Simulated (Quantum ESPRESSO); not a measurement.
# GaSb (F-43m) in Quantum ESPRESSO: a series of runs, part 2 of 3

Quantum ESPRESSO 7.5.

**3. Phonons, PBE**

File pw.in:

```
&CONTROL
  calculation = 'scf'
  prefix = 'pwscf'
  outdir = './tmp'
  pseudo_dir = './pseudo'
  tprnfor = .true.
  tstress = .true.
  disk_io = 'low'
/
&SYSTEM
  ibrav = 0
  nat = 2
  ntyp = 2
  ecutwfc = 80
  nbnd = 21
  occupations = 'smearing'
  smearing = 'mp'
  degauss = 0.01999163
/
&ELECTRONS
  conv_thr = 4d-10
  electron_maxstep = 120
  mixing_beta = 0.5
/
ATOMIC_SPECIES
Sb   121.7600 Sb.upf
Ga    69.7230 Ga.upf
CELL_PARAMETERS angstrom
   0.0000000000    3.0590000000    3.0590000000
   3.0590000000    0.0000000000    3.0590000000
   3.0590000000    3.0590000000    0.0000000000
ATOMIC_POSITIONS crystal
Sb     0.7500000000    0.7500000000    0.7500000000
Ga     0.0000000000    0.0000000000    0.0000000000
K_POINTS automatic
8 8 8 0 0 0
```

File relax.in:

```
&CONTROL
  calculation = 'vc-relax'
  prefix = 'pwscf'
  outdir = './tmp'
  pseudo_dir = './pseudo'
  tprnfor = .true.
  tstress = .true.
  disk_io = 'low'
  nstep = 40
  forc_conv_thr = 0.0001
  etot_conv_thr = 1d-06
/
&SYSTEM
  ibrav = 0
  nat = 2
  ntyp = 2
  ecutwfc = 80
  nbnd = 21
  occupations = 'smearing'
  smearing = 'mp'
  degauss = 0.01999163
/
&ELECTRONS
  conv_thr = 4d-10
  electron_maxstep = 120
  mixing_beta = 0.5
/
&IONS
  ion_dynamics = 'bfgs'
/
&CELL
  cell_dynamics = 'bfgs'
  press = 0
  press_conv_thr = 0.2
/
ATOMIC_SPECIES
Sb   121.7600 Sb.upf
Ga    69.7230 Ga.upf
CELL_PARAMETERS angstrom
   0.0000000000    3.0590000000    3.0590000000
   3.0590000000    0.0000000000    3.0590000000
   3.0590000000    3.0590000000    0.0000000000
ATOMIC_POSITIONS crystal
Sb     0.7500000000    0.7500000000    0.7500000000
Ga     0.0000000000    0.0000000000    0.0000000000
K_POINTS automatic
8 8 8 0 0 0
```

File scf2.in:

```
&CONTROL
  calculation = 'scf'
  prefix = 'pwscf'
  outdir = './tmp'
  pseudo_dir = './pseudo'
  tprnfor = .true.
  tstress = .true.
  disk_io = 'low'
/
&SYSTEM
  ibrav = 0
  nat = 2
  ntyp = 2
  ecutwfc = 80
  nbnd = 21
  occupations = 'smearing'
  smearing = 'mp'
  degauss = 0.01999163
/
&ELECTRONS
  conv_thr = 1d-13
  electron_maxstep = 120
  mixing_beta = 0.5
  startingpot = 'file'
  startingwfc = 'file'
/
ATOMIC_SPECIES
Sb   121.7600 Sb.upf
Ga    69.7230 Ga.upf
CELL_PARAMETERS angstrom
   0.0000000000    3.1039724237    3.1039724237
   3.1039724237    0.0000000000    3.1039724237
   3.1039724237    3.1039724237    0.0000000000
ATOMIC_POSITIONS crystal
Sb     0.7500000000    0.7500000000    0.7500000000
Ga     0.0000000000    0.0000000000    0.0000000000
K_POINTS automatic
8 8 8 0 0 0
```

File ph.in:

```
phonons of GaSb
&INPUTPH
  prefix = 'pwscf'
  outdir = './tmp'
  tr2_ph = 1d-16
  fildyn = 'dyn'
  niter_ph = 60
  alpha_mix(1) = 0.4
/
0.0000000000 0.0000000000 0.0000000000
```

File dynmat.in:

```
&INPUT
  fildyn = 'dyn'
  asr = 'crystal'
  filout = 'dynmat.disp'
  fileig = 'dynmat.eig'
/
```

Potentials or basis: PseudoDojo 0.4.1 SR PBE standard.

Started as:

```bash
OMP_NUM_THREADS=1 pw.x -in pw.in > pw.out
OMP_NUM_THREADS=1 pw.x -in relax.in > relax.out
OMP_NUM_THREADS=1 pw.x -in scf2.in > scf2.out
OMP_NUM_THREADS=1 ph.x -in ph.in > ph.out
OMP_NUM_THREADS=1 dynmat.x -in dynmat.in > dynmat.out
```

pw.out:

```text
This program is part of the open-source Quantum ESPRESSO suite
     for quantum simulation of materials; please cite
[... 9 lines left out ...]
     --------------------
     sticks:   dense  smooth     PW     G-vecs:    dense   smooth      PW
     Sum        1483    1483    433                37461    37461    5817

     Using Slab Decomposition

     bravais-lattice index     =            0
     lattice parameter (alat)  =       8.1751  a.u.
     unit-cell volume          =     386.3359 (a.u.)^3
     number of atoms/cell      =            2
     number of atomic types    =            2
     number of electrons       =        28.00
     number of Kohn-Sham states=           21
     kinetic-energy cutoff     =      80.0000  Ry
     charge density cutoff     =     320.0000  Ry
     scf convergence threshold =      4.0E-10
     mixing beta               =       0.5000
     number of iterations used =            8  plain     mixing
     Exchange-correlation= PBE
                           (   1   4   3   4   0   0   0)

     celldm(1)=   8.175105  celldm(2)=   0.000000  celldm(3)=   0.000000
     celldm(4)=   0.000000  celldm(5)=   0.000000  celldm(6)=   0.000000

     crystal axes: (cart. coord. in units of alat)
               a(1) = (   0.000000   0.707107   0.707107 )
               a(2) = (   0.707107   0.000000   0.707107 )
               a(3) = (   0.707107   0.707107   0.000000 )

     reciprocal axes: (cart. coord. in units 2 pi/alat)
               b(1) = ( -0.707107  0.707107  0.707107 )
[... 145 lines left out ...]
    11.1194  11.1194  14.1727  17.0791  17.0791
[... 111 lines left out ...]
   -20.5014 -20.4962 -20.4955 -20.4832 -20.4803  -6.7381  -6.6781  -6.6758
    -6.6567  -6.6487  -0.7756   1.7056   4.7218   6.1390   9.7416  12.2167
    14.9640  15.1754  15.9081  17.2955  19.8937

          k =-0.7071 0.0000 0.0000 (  4720 PWs)   bands (ev):

   -20.5036 -20.4947 -20.4947 -20.4842 -20.4794  -6.7438  -6.6722  -6.6722
    -6.6621  -6.6464  -0.7103   1.5258   5.7570   5.7570   9.2408   9.5869
    17.0610  17.0610  18.4178  19.1976  19.8946

          k = 0.3536 0.1768 0.0000 (  4687 PWs)   bands (ev):
[... 31 lines left out ...]
   -20.4997 -20.4983 -20.4956 -20.4826 -20.4809  -6.7342  -6.6816  -6.6781
    -6.6539  -6.6501  -1.0175   2.0150   4.7589   6.0955  10.9446  12.6903
    12.9937  14.6545  15.9685  17.1761  19.8913

          k =-0.7071 0.1768-0.0000 (  4668 PWs)   bands (ev):

   -20.5023 -20.4959 -20.4947 -20.4837 -20.4799  -6.7409  -6.6757  -6.6738
    -6.6589  -6.6478  -0.6887   1.5894   5.3287   5.4524  10.2597  10.5394
    15.3114  15.3797  18.2719  18.6114  19.7769

          k =-0.7071 0.3536 0.0000 (  4648 PWs)   bands (ev):

   -20.4999 -20.4983 -20.4947 -20.4830 -20.4806  -6.7376  -6.6797  -6.6750
    -6.6552  -6.6501  -0.6667   1.6590   4.9832   5.2040  12.0162  12.6610
    12.7629  13.1092  18.3024  18.5697  19.8179

     the Fermi energy is     8.3592 ev

!    total energy              =    -334.87773005 Ry
     estimated scf accuracy    <          1.0E-10 Ry
     smearing contrib. (-TS)   =       0.00013112 Ry
     internal energy E=F+TS    =    -334.87786117 Ry

     The total energy is F=E-TS. E is the sum of the following terms:
     one-electron contribution =    -165.19056532 Ry
     hartree contribution      =     100.98230269 Ry
     xc contribution           =     -87.36992277 Ry
     ewald contribution        =    -183.29967577 Ry

     convergence has been achieved in   8 iterations

     Forces acting on atoms (cartesian axes, Ry/au):

     atom    1 type  1   force =     0.00000000    0.00000000   -0.00000000
     atom    2 type  2   force =    -0.00000000    0.00000000    0.00000000

     Total force =     0.000000     Total SCF correction =     0.000000

     Computing stress (Cartesian axis) and pressure

          total   stress  (Ry/bohr**3)                   (kbar)     P=       23.04
   0.00015665   0.00000000   0.00000000           23.04        0.00        0.00
   0.00000000   0.00015665   0.00000000            0.00       23.04        0.00
   0.00000000   0.00000000   0.00015665            0.00        0.00       23.04

=------------------------------------------------------------------------------=
   JOB DONE.
=------------------------------------------------------------------------------=
```

relax.out:

```text
This program is part of the open-source Quantum ESPRESSO suite
     for quantum simulation of materials; please cite
[... 9 lines left out ...]
     --------------------
     sticks:   dense  smooth     PW     G-vecs:    dense   smooth      PW
     Sum        1483    1483    433                37461    37461    5817
[... 1915 lines left out ...]
   0.00000798   0.00000000   0.00000000            1.17        0.00        0.00
   0.00000000   0.00000798  -0.00000000            0.00        1.17       -0.00
   0.00000000   0.00000000   0.00000798            0.00        0.00        1.17

=------------------------------------------------------------------------------=
   JOB DONE.
=------------------------------------------------------------------------------=
```

Run time: 18 min. Hardware: 1 thread of Arm Neoverse V2, shared host; peak memory 0.11 GiB.

Results:

```
Free energy                            : -4556.2635 eV
Relaxed volume                         : 29.91 Å³/atom
Relaxed cell                           : a = 4.390 Å, b = 4.390 Å, c = 4.390 Å, α = 60.00°, β = 60.00°, γ = 60.00°
Space group after relaxing (to 0.05 Å) : F-43m (No. 216)
Pressure after relaxing                : 0.1 GPa
Band gap on the k mesh                 : none (metal or under the smearing width)
Highest phonon frequency at Γ          : 208 cm⁻¹
```

The path:
| step | energy change (eV) | largest force (eV/Å) | pressure (GPa) | volume (Å³) |
| --- | --- | --- | --- | --- |
| 1 | 0.0000 | 0.0000 | 2.30 | 57.25 |
| 2 | -0.0083 | 0.0000 | 1.66 | 57.92 |
| 3 | -0.0145 | 0.0000 | 0.98 | 58.67 |
| 4 | -0.0179 | 0.0000 | 0.03 | 59.78 |
| 5 | -0.0179 | 0.0000 | 0.00 | 59.81 |

Final structure:
```cif
data_structure
_symmetry_space_group_name_H-M 'P 1'
_symmetry_Int_Tables_number 1
_cell_length_a 4.3897
_cell_length_b 4.3897
_cell_length_c 4.3897
_cell_angle_alpha 60.000
_cell_angle_beta 60.000
_cell_angle_gamma 60.000
_cell_volume 59.81
loop_
_atom_site_label
_atom_site_type_symbol
_atom_site_fract_x
_atom_site_fract_y
_atom_site_fract_z
_atom_site_occupancy
Sb1 Sb 0.75000 0.75000 0.75000 1
Ga1 Ga 0.00000 0.00000 0.00000 1
```

Phonon frequencies in cm⁻¹ (negative: imaginary):
| q point | frequencies |
| --- | --- |
| (0.000, 0.000, 0.000) | -6 -6 -6 208 208 208 |

Optical modes at Γ, degenerate ones joined:
```csv
cm⁻¹,components,symmetry,active in
208,3,T2,IR and Raman
```

Caveat: this crystal is a semiconductor, whose small gap the functional closes, so the metal is an error of the method.

[end of part 2 of 3]
